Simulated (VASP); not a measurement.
# NaH (Fm-3m) in VASP: settings compared

Aim: see how the results for NaH move with the level of theory and the settings. Levels: LDA, HSEsol, HF+D3(BJ). Tasks: single point, relaxation of the atoms, relaxation of cell and atoms.

Program: VASP 6.6.1. These are calculated values, not measurements. Logs are shortened: lines on timing, memory, paths and dates and some standing lists are left out, and cuts for length are marked.

**1. Starting point**

The structure is cubic, space group Fm-3m (No. 225). The conventional cell has a = 4.880 Å, b = 4.880 Å, c = 4.880 Å, α = 90.00°, β = 90.00°, γ = 90.00°. Na (site symmetry m-3m) has 6 H at 2.44 Å as nearest neighbours. H (site symmetry m-3m) is surrounded by 6 Na at 2.44 Å.

**2. Single point, LDA**

run.py

```python
from ase.calculators.vasp import Vasp
from ase.dft.bandgap import bandgap
from ase.io import read

atoms = read('NaH.cif')
calc = Vasp(
    directory='calc',
    xc='lda',
    pp='LDA',
    setups='gw',
    prec='Accurate',
    encut=550,
    ediff=1e-07,
    ismear=0,
    sigma=0.1,
    lreal=False,
    lasph=True,
    nelm=80,
    algo='Normal',
    isif=2,
    lwave=False,
    lcharg=True,
    lelf=True,
    lvhar=True,
    kpts=[9, 9, 9],
    gamma=True,
)
atoms.calc = calc

print('energy (eV):', atoms.get_potential_energy())
print('free energy (eV):', atoms.get_potential_energy(force_consistent=True))
print('forces (eV/A):')
print(atoms.get_forces())
print('stress (eV/A^3, Voigt):', atoms.get_stress())
print('Fermi level (eV):', calc.get_fermi_level())
gap, top, bottom = bandgap(calc)
print('band gap (eV):', gap, 'from (spin, k, band)', top, 'to', bottom)
```

NaH.cif

```cif
data_NaH
_cell_length_a 3.45068109
_cell_length_b 3.45068109
_cell_length_c 3.45068109
_cell_angle_alpha 60.00000000
_cell_angle_beta 60.00000000
_cell_angle_gamma 60.00000000
_space_group_name_H-M_alt 'P1'
_space_group_name_Hall 'P 1'
_space_group_IT_number 1
loop_
_space_group_symop_operation_xyz
'x,y,z'
loop_
_atom_site_label
_atom_site_type_symbol
_atom_site_symmetry_multiplicity
_atom_site_Wyckoff_symbol
_atom_site_fract_x
_atom_site_fract_y
_atom_site_fract_z
_atom_site_occupancy
Na1 Na 1 a 0.0000000000 0.0000000000 0.0000000000 1
H1 H 1 a 0.5000000000 0.5000000000 0.5000000000 1
```

Potentials or basis: VASP PAW LDA potentials, release 64 (Na_sv_GW, H_GW).

The run is started by

```bash
$ python run.py
```

Log:

```text
energy (eV): -7.49193655
free energy (eV): -7.49193655
forces (eV/A):
[[-0.  0.  0.]
 [ 0. -0.  0.]]
stress (eV/A^3, Voigt): [0.02081456 0.02081456 0.02081456 0.         0.         0.        ]
Fermi level (eV): -0.7568032
band gap (eV): 3.6704999999999997 from (spin, k, band) (0, np.int64(33), np.int64(4)) to (0, np.int64(9), np.int64(5))
```

OUTCAR:

```text
ENCUT = 550.000000
   EDIFF = 1.00e-07
   PREC = Accurate
   ISIF = 2
   ISMEAR = 0
   NELM = 80
   LASPH = .TRUE.
   LREAL = .FALSE.

 ion  position               nearest neighbor table
   1  0.000  0.000  0.000-
   2  0.500  0.500  0.500-

  LATTYP: Found a face centered cubic cell.
 ALAT       =     4.8799999969

  Lattice vectors:

 A1 = (   3.4506810900,   0.0000000000,   0.0000000000)
 A2 = (   1.7253405450,   2.9883774843,   0.0000000000)
 A3 = (   1.7253405450,   0.9961258281,   2.8174693119)

Analysis of symmetry for initial positions (statically):
=====================================================================
 Subroutine PRICEL returns:
 Original cell was already a primitive cell.

 Routine SETGRP: Setting up the symmetry group for a
 face centered cubic supercell.

 Subroutine GETGRP returns: Found 48 space group operations
 (whereof 48 operations were pure point group operations)
 out of a pool of 48 trial point group operations.

The static configuration has the point symmetry O_h .

Analysis of symmetry for dynamics (positions and initial velocities):
=====================================================================
 Subroutine PRICEL returns:
 Original cell was already a primitive cell.

 Routine SETGRP: Setting up the symmetry group for a
 face centered cubic supercell.

 Subroutine GETGRP returns: Found 48 space group operations
 (whereof 48 operations were pure point group operations)
 out of a pool of 48 trial point group operations.

The dynamic configuration has the point symmetry O_h .

 Subroutine INISYM returns: Found 48 space group operations
 (whereof 48 operations are pure point group operations),
 and found     1 'primitive' translations

----------------------------------------------------------------------------------------

                                     Primitive cell

  volume of cell :      29.0536

  direct lattice vectors                    reciprocal lattice vectors
     3.450681090  0.000000000  0.000000000     0.289797861 -0.167314873 -0.118309481
     1.725340545  2.988377484  0.000000000     0.000000000  0.334629746 -0.118309481
     1.725340545  0.996125828  2.817469312     0.000000000  0.000000000  0.354928444

  length of vectors
     3.450681090  3.450681090  3.450681090     0.354928444  0.354928444  0.354928444

  position of ions in fractional coordinates (direct lattice)
     0.000000000  0.000000000  0.000000000
     0.500000000  0.500000000  0.500000000

  ion indices of the primitive-cell ions
   primitive index   ion index
                 1           1
                 2           2

----------------------------------------------------------------------------------------

 KPOINTS: KPOINTS created by Atomic Simulation Env

Automatic generation of k-mesh.
 Grid dimensions read from file:
 generate k-points for:    9    9    9

 Generating k-lattice:

  Cartesian coordinates                     Fractional coordinates (reciprocal lattice)
     0.032199762 -0.018590541 -0.013145498     0.111111111 -0.000000000 -0.000000000
     0.000000000  0.037181083 -0.013145498     0.000000000  0.111111111  0.000000000
     0.000000000  0.000000000  0.039436494     0.000000000  0.000000000  0.111111111

  Length of vectors
     0.039436494  0.039436494  0.039436494

  Shift w.r.t. Gamma in fractional coordinates (k-lattice)
     0.000000000  0.000000000  0.000000000

 Subroutine IBZKPT returns following result:
 ===========================================

 Found     35 irreducible k-points:

 Following reciprocal coordinates:
            Coordinates               Weight
  0.000000  0.000000  0.000000      1.000000
  0.111111  0.000000  0.000000      8.000000
  0.222222  0.000000  0.000000      8.000000
  0.333333  0.000000  0.000000      8.000000
  0.444444  0.000000  0.000000      8.000000
  0.111111  0.111111  0.000000      6.000000
[... 16 lines left out ...]
 -0.333333  0.333333  0.000000     12.000000
  0.444444  0.444444  0.000000      6.000000
 [... further k-points ...]
   k-points           NKPTS =     35   k-points in BZ     NKDIM =     35   number of bands    NBANDS=      9
   number of dos      NEDOS =    301   number of ions     NIONS =      2
   total plane-waves  NPLWV =  21952
   dimension x,y,z NGX =    28 NGY =   28 NGZ =   28
   dimension x,y,z NGXF=    56 NGYF=   56 NGZF=   56
   ions per type =               1   1
   NGX,Y,Z   is equivalent  to a cutoff of  13.49, 13.49, 13.49 a.u.
   NGXF,Y,Z  is equivalent  to a cutoff of  26.98, 26.98, 26.98 a.u.
 SYSTEM =  unknown system
   PREC   = accura    normal or accurate (medium, high low for compatibility)
   ISTART =      0    job   : 0-new  1-cont  2-samecut
   ICHARG =      2    charge: 1-file 2-atom 10-const
   ISPIN  =      1    spin polarized calculation?
   LNONCOLLINEAR =      F non collinear calculations
   LSORBIT =      F    spin-orbit coupling
   LASPH  =      T    aspherical Exc in radial PAW
   ENCUT  =  550.0 eV  40.42 Ry    6.36 a.u.   6.60  6.60  6.60*2*pi/ulx,y,z
   NELM   =     80;   NELMIN=  2; NELMDL= -5     # of ELM steps
   EDIFF  = 0.1E-06   stopping-criterion for ELM
   LREAL  =      F    real-space projection
   EDIFFG = 0.1E-05   stopping-criterion for IOM
   NSW    =      0    number of steps for IOM
   IBRION =     -1    ionic relax: 0-MD 1-quasi-New 2-CG
   NFREE  =      0    steps in history (QN), initial steepest desc. (CG)
   ISIF   =      2    stress and relaxation
   ISYM   =      2    0-nonsym 1-usesym 2-fastsym
   POTIM  = 0.5000    time-step for ionic-motion
   TEBEG  =    0.0;   TEEND  =   0.0 temperature during run
   PSTRESS=    0.0 pullay stress
   NELECT =      10.0000    total number of electrons
   NUPDOWN=      -1.0000    fix difference up-down
   EMIN   =  10.00;   EMAX   =-10.00  energy-range for DOS
   EFERMI =   0.00;   METHOD = LEGACY
   ISMEAR =     0;   SIGMA  =   0.10  broadening in eV -4-tet -1-fermi 0-gaus
   EFERMI_NEDOS =   21; number of points for ismear=-14 and -15
   IALGO  =     38    algorithm
   IMIX   =      4    mixing-type and parameters
     AMIX     =   0.40;   BMIX     =  1.00
     AMIX_MAG =   1.60;   BMIX_MAG =  1.00
  volume/ion in A,a.u.               =      14.53        98.03
  Fermi-wavevector in a.u.,A,eV,Ry     =   1.147295  2.168073 17.909148  1.316285
  Thomas-Fermi vector in A             =   2.283975
   LORBIT       =      0    0 simple, 1 ext, 2 COOP (PROOUT), +10 PAW based schemes
   GGA     = CA    functional components
   LHFCALC =     F    Hartree Fock is set to
   AEXX    =    0.0000 exact exchange contribution
   IVDW    =     0    specifies the selected vdW correction
   LEPSILON=     F    determine dielectric tensor
   LRPA    =     F    only Hartree local field effects (RPA)
 non-spin polarized calculation
 Gauss-broadening in eV      SIGMA  =   0.10
  energy-cutoff  :      550.00
  volume of cell :       29.05
 maximum number of plane-waves:       881
   NGX = 13   NGY = 13   NGZ = 13

 number of electron      10.0000000 magnetization

 number of electron       9.9999996 magnetization

 Free energy of the ion-electron system (eV)
  ---------------------------------------------------
  ext. energy  EPLUGINS =         0.00000000
  ---------------------------------------------------
  free energy    TOTEN  =        -7.49193655 eV

  energy without entropy =       -7.49193655  energy(sigma->0) =       -7.49193655

 E-fermi :  -0.7568     XC(G=0):  -8.1999

 val. band max:       -1.3802931442   @ k =  -0.3333   0.4444   0.1111
 cond. band min:       2.2902459229   @ k =  -0.4444   0.1111  -0.0000
 fundamental gap:      3.6705390671
 Fermi energy:        -0.7568031966

 k-point     1 :       0.0000    0.0000    0.0000
  band No.  band energies     occupation
      1     -51.0066      2.00000
      2     -23.5385      2.00000
      3     -23.5385      2.00000
      4     -23.5385      2.00000
      5      -5.0098      2.00000
      6       8.8243      0.00000
      7      13.6613      0.00000
      8      13.6613      0.00000
      9      13.6613      0.00000
[... 265 lines left out ...]
 k-point    24 :       0.4444    0.4444    0.0000
  band No.  band energies     occupation
      1     -50.9980      2.00000
      2     -23.6149      2.00000
      3     -23.5672      2.00000
      4     -23.5672      2.00000
      5      -1.6922      2.00000
      6       3.1591      0.00000
      7       8.3313      0.00000
      8       8.8943      0.00000
      9       8.8943      0.00000

 [... further k-points ...]

------------------------ aborting loop because EDIFF is reached ----------------------------------------

  FORCE on cell =-STRESS in cart. coord.  units (eV):
  Direction    XX          YY          ZZ          XY          YZ          ZX
  --------------------------------------------------------------------------------------
  -------------------------------------------------------------------------------------
  Total       -0.6047370     -0.6047370     -0.6047370     -0.0000000     -0.0000000     -0.0000000
  in kB      -33.3486042    -33.3486042    -33.3486042     -0.0000000     -0.0000000     -0.0000000
  external PRESSURE =     -33.3486042 kB  Pullay stress =       0.0000000 kB

 VOLUME and BASIS-vectors are now :
 -----------------------------------------------------------------------------
  energy-cutoff  :      550.00
  volume of cell :       29.05
      direct lattice vectors                 reciprocal lattice vectors
     3.450681090  0.000000000  0.000000000     0.289797861 -0.167314873 -0.118309481
     1.725340545  2.988377484  0.000000000     0.000000000  0.334629746 -0.118309481
     1.725340545  0.996125828  2.817469312     0.000000000  0.000000000  0.354928444

 POSITION                                       TOTAL-FORCE (eV/Angst)
 -----------------------------------------------------------------------------------
      0.00000      0.00000      0.00000        -0.000000      0.000000      0.000000
      3.45068      1.99225      1.40873         0.000000     -0.000000      0.000000
 -----------------------------------------------------------------------------------
    total drift:                               -0.000000     -0.000000     -0.000000

  FREE ENERGIE OF THE ION-ELECTRON SYSTEM (eV)
  ---------------------------------------------------
  free  energy   TOTEN  =        -7.4919365489 eV

  energy  without entropy=       -7.4919365489  energy(sigma->0) =       -7.49193655
```

INCAR:

```text
ENCUT = 550.000000
SIGMA = 0.100000
EDIFF = 1.00e-07
ALGO = Normal
PREC = Accurate
ISIF = 2
ISMEAR = 0
NELM = 80
LASPH = .TRUE.
LCHARG = .TRUE.
LELF = .TRUE.
LVHAR = .TRUE.
LWAVE = .FALSE.
LREAL = .FALSE.
```

Wall time 7.2 s (1 thread of Intel Xeon 6975P-C (Granite Rapids), shared host); peak memory 0.14 GiB.

What came out:

- Free energy: -7.4919 eV
- Pressure: -3.3 GPa
- Band gap on the k mesh: 3.67 eV, indirect (least direct gap 4.41 eV)

Levels at points of the mesh, in eV from the valence-band top:
```
           k point  band 3  band 4  band 5  band 6  band 7  band 8
(0.00, 0.00, 0.00)  -22.16  -22.16   -3.63   10.20   15.04   15.04
```

Caveat: an odd mesh through Γ misses points on the zone boundary, where band edges often lie.

**3. Relaxation of the atoms, HSEsol (volume scaled by 1.04)**

POSCAR

```
NaH
1.0
    0.0000000000      2.4721089453      2.4721089453
    2.4721089453      0.0000000000      2.4721089453
    2.4721089453      2.4721089453      0.0000000000
Na H
1 1
Selective dynamics
Direct
    0.0000000000      0.0000000000      0.0000000000  F F F
    0.5000000000      0.5000000000      0.5000000000  T T T
```

INCAR.step1

```
SYSTEM = NaH
PREC = Accurate ; ENCUT = 520
EDIFF = 1E-5 ; ISMEAR = -1
SIGMA = 0.05 ; LREAL = .False.
LASPH = .True. ; NELM = 60
ALGO = Normal ; LWAVE = .True.
LCHARG = .False. ; GGA = PE
```

INCAR.step2

```
SYSTEM = NaH
PREC = Accurate ; ENCUT = 520
EDIFF = 1E-6 ; ISMEAR = -1
SIGMA = 0.05 ; LREAL = .False.
LASPH = .True. ; NELM = 60
ALGO = Normal ; ISIF = 2
LWAVE = .False. ; LCHARG = .False.
GGA = PS ; LHFCALC = .True.
HFSCREEN = 0.2 ; PRECFOCK = Normal
IBRION = 2 ; NSW = 40
EDIFFG = -0.01 ; ISTART = 1
```

KPOINTS

```
regular mesh
0
Gamma
  5 5 5
  0 0 0
```

Potentials or basis: VASP PAW PBE potentials, release 64 (Na_pv, H).

The run is started by

```bash
$ cat potpaw_PBE.64/Na_pv/POTCAR potpaw_PBE.64/H/POTCAR > POTCAR
$ cp INCAR.step1 INCAR
$ mpirun -np 1 vasp_std > vasp.out
$ cp INCAR.step2 INCAR
$ mpirun -np 1 vasp_std > vasp.out
```

Wall time 40 s (1 thread of Intel Xeon 6975P-C (Granite Rapids), shared host); peak memory 0.25 GiB.

It converged, with:

```yaml
Free_energy: -5.7741 eV
Pressure_after_relaxing: -2.1 GPa
Band_gap_on_the_k_mesh: 5.39 eV, indirect (least direct gap 5.92 eV)
```

Final structure:
```cif
data_structure
_symmetry_space_group_name_H-M 'P 1'
_symmetry_Int_Tables_number 1
_cell_length_a 3.4961
_cell_length_b 3.4961
_cell_length_c 3.4961
_cell_angle_alpha 60.000
_cell_angle_beta 60.000
_cell_angle_gamma 60.000
_cell_volume 30.22
loop_
_atom_site_label
_atom_site_type_symbol
_atom_site_fract_x
_atom_site_fract_y
_atom_site_fract_z
_atom_site_occupancy
Na1 Na 0.00000 0.00000 0.00000 1
H1 H 0.50000 0.50000 0.50000 1
```

Levels at points of the mesh, in eV from the valence-band top:
| k point | band 1 | band 2 | band 3 | band 4 | band 5 | band 6 | band 7 | band 8 |
| --- | --- | --- | --- | --- | --- | --- | --- | --- |
| (0.00, 0.00, 0.00) | -24.39 | -24.39 | -24.39 | -3.72 | 11.45 | 16.42 | 16.42 | 16.42 |

Caveat: the k mesh is coarse (spacing up to 0.44 Å⁻¹), so the values aren't converged, least of all with exact exchange; the relaxation stopped at its first step, so nothing moved; the PAW data sets were made with another functional, which shifts forces and pressure a little; an odd mesh through Γ misses points on the zone boundary, where band edges often lie.

**4. Relaxation of cell and atoms, HF+D3(BJ)**

POSCAR

```
NaH
1.0
    0.0000000000      2.4400000000      2.4400000000
    2.4400000000      0.0000000000      2.4400000000
    2.4400000000      2.4400000000      0.0000000000
Na H
1 1
Direct
    0.0000000000      0.0000000000      0.0000000000
    0.5000000000      0.5000000000      0.5000000000
```

INCAR.step1

```
  PREC = Accurate
  ENCUT = 600
  EDIFF = 1E-5
  ISMEAR = 0
  SIGMA = 0.01
  LREAL = False
  LASPH = True
  NELM = 80
  ALGO = Normal
  LWAVE = True
  LCHARG = False
  GGA = PE
```

INCAR.step2

```
  PREC = Accurate
  ENCUT = 600
  EDIFF = 1E-6
  ISMEAR = 0
  SIGMA = 0.01
  LREAL = False
  LASPH = True
  NELM = 80
  ALGO = Normal
  ISIF = 3
  LWAVE = False
  LCHARG = False
  GGA = PE
  LHFCALC = True
  AEXX = 1.0
  ALDAC = 0.0
  AGGAC = 0.0
  PRECFOCK = Fast
  HFRCUT = -1
  IVDW = 12
  IBRION = 2
  NSW = 60
  EDIFFG = -0.005
  ISTART = 1
```

KPOINTS

```
regular mesh
0
Gamma
  5 5 5
```

Potentials or basis: VASP PAW PBE potentials, release 54 (Na_pv, H).

The run is started by

```bash
$ cat potpaw_PBE.54/Na_pv/POTCAR potpaw_PBE.54/H/POTCAR > POTCAR
$ cp INCAR.step1 INCAR
$ mpirun -np 1 vasp_std > vasp.out
$ cp INCAR.step2 INCAR
$ mpirun -np 1 vasp_std > vasp.out
```

Wall time 4.5 min (1 thread of Intel Xeon 6975P-C (Granite Rapids), shared host); peak memory 0.17 GiB.

It converged, with:

```yaml
Free_energy: -9.9040 eV
Relaxed_volume: 11.00 Å³/atom
Relaxed_cell: a = 3.145 Å, b = 3.145 Å, c = 3.145 Å, α = 60.00°, β = 60.00°, γ = 60.00°
Space_group_after_relaxing_to_0.05_Å: Fm-3m (No. 225)
Energy_gained_by_relaxing: 99.3 meV/atom
Ionic_steps: 20
Pressure_after_relaxing: 0.1 GPa
Band_gap_on_the_k_mesh: 13.71 eV, indirect (least direct gap 14.34 eV)
Dispersion_energy_per_atom: -0.811 eV
```

Step by step:
```csv
step,energy change (eV),largest force (eV/Å),pressure (GPa),volume (Å³)
1,0.0000,0.0000,-7.30,29.05
2,-0.1103,0.0000,-5.59,26.36
3,-0.1878,0.0000,-2.31,23.39
4,-0.0787,0.0000,11.51,18.13
5,-0.1982,0.0000,-0.51,22.23
6,-0.1985,0.0000,0.18,21.95
7,-0.1985,0.0000,-0.22,22.08
8,-0.1985,0.0000,-0.21,22.07
9,-0.1985,0.0000,-0.27,22.07
10,-0.1985,0.0000,-0.17,22.07
11,-0.1985,0.0000,-0.14,22.07
12,-0.1985,0.0000,-0.14,22.07
13,-0.1985,0.0000,-0.15,22.07
14,-0.1985,0.0000,-0.16,22.07
15,-0.1985,0.0000,-0.17,22.07
16,-0.1985,0.0000,-0.20,22.07
17,-0.1985,0.0000,-0.26,22.06
18,-0.1985,0.0000,-0.10,22.05
19,-0.1985,0.0000,-0.08,22.03
20,-0.1985,0.0000,0.05,21.99
```

Final structure:
```cif
data_structure
_symmetry_space_group_name_H-M 'P 1'
_symmetry_Int_Tables_number 1
_cell_length_a 3.1448
_cell_length_b 3.1448
_cell_length_c 3.1448
_cell_angle_alpha 60.000
_cell_angle_beta 60.000
_cell_angle_gamma 60.000
_cell_volume 21.99
loop_
_atom_site_label
_atom_site_type_symbol
_atom_site_fract_x
_atom_site_fract_y
_atom_site_fract_z
_atom_site_occupancy
Na1 Na 0.00000 0.00000 0.00000 1
H1 H 0.50000 0.50000 0.50000 1
```

Levels at points of the mesh, in eV from the valence-band top:
```csv
k point,band 1,band 2,band 3,band 4,band 5,band 6,band 7,band 8
"(0.00, 0.00, 0.00)",-30.28,-30.28,-30.28,-5.48,23.22,27.65,27.65,27.65
```

Caveat: the k mesh is coarse (spacing up to 0.45 Å⁻¹), so the values aren't converged, least of all with exact exchange; the volume moved by over 15 % at a fixed basis, so the end points are rough; the PAW data sets were made with another functional, which shifts forces and pressure a little; an odd mesh through Γ misses points on the zone boundary, where band edges often lie; the volume moved by -24 % from the deposited cell, more than functionals usually miss.

**5. Overview**

```csv
task,level,potentials or basis,cell,k mesh,cutoff (eV),smearing,grid for exact exchange (PRECFOCK),atoms held fixed (from 0),exchange at q = 0,mesh quality,gap on the mesh (eV),pressure (GPa)
single point,LDA,"VASP PAW LDA potentials, release 64 (Na_sv_GW, H_GW)",as given,9 × 9 × 9,550,gaussian 0.1 eV,-,-,-,not flagged,3.67,-3.3
relaxation of the atoms,HSEsol,"VASP PAW PBE potentials, release 64 (Na_pv, H)",atoms relaxed from: volume scaled by 1.04,5 × 5 × 5,520,fermi-dirac 0.05 eV,Normal,[0],-,coarse,5.39,-2.1
relaxation of cell and atoms,HF+D3(BJ),"VASP PAW PBE potentials, release 54 (Na_pv, H)",relaxed,5 × 5 × 5,600,gaussian 0.01 eV,Fast,-,truncated,coarse,13.71,0.1
```

Alike in all rows: no spin polarisation.

Caveats: some runs use coarse meshes; an odd mesh through Γ misses points on the zone boundary, where band edges often lie; the PAW data sets were made with another functional, which shifts forces and pressure a little (some runs); the relaxation stopped at its first step, so nothing moved (some runs); the volume moved by over 15 % at a fixed basis, so the end points are rough (some runs); the volume moved by -24 % from the deposited cell, more than functionals usually miss (some runs).

Absolute energies hang on the potentials; compare differences alone.
